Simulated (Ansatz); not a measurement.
# AlNi in Ansatz: the effect of functional

Crystal: AlNi.

```
CELL_PARAMETERS angstrom
2.25372 -1.36621 0.00000
2.25372 1.36621 0.00000
-1.32876 0.00000 3.80161
ATOMIC_POSITIONS crystal
Ni 0.50000 0.50000 0.50000
Al 0.00000 0.00000 0.00000
```

The cell comes from a database or a generator and needn't be the stable form of this composition.

The cell isn't the ideal one: volume scaled by 0.94.

Alike in all runs:

* Program: Ansatz 0.2.0
* Task: single point
* Potentials or basis: Ansatz PAW
* k mesh: 11 × 11 × 7
* Occupations: fermi-dirac, width 0.05 eV
* Spin: collinear spin, ferromagnetic start
* Starting moments: [1.0, 0.0] μB

```csv
functional,cutoff,pressure (GPa)
LDA,420 eV (not typed: the program's choice for these potentials),?
PBEsol,420 eV (not typed: the program's choice for these potentials),7.1
r2SCAN,500 eV (not typed: the program's choice for these potentials),7.6
```

Task: What does the run with functional LDA give?

Result: Pressure 1.6 GPa.

Caveats: the PAW data sets come from PBE, with cores solved anew for the run's functional, which leaves a small shift of forces and pressure; the starting moments weren't kept; the magnetic or orbital state may not be the lowest (some runs).
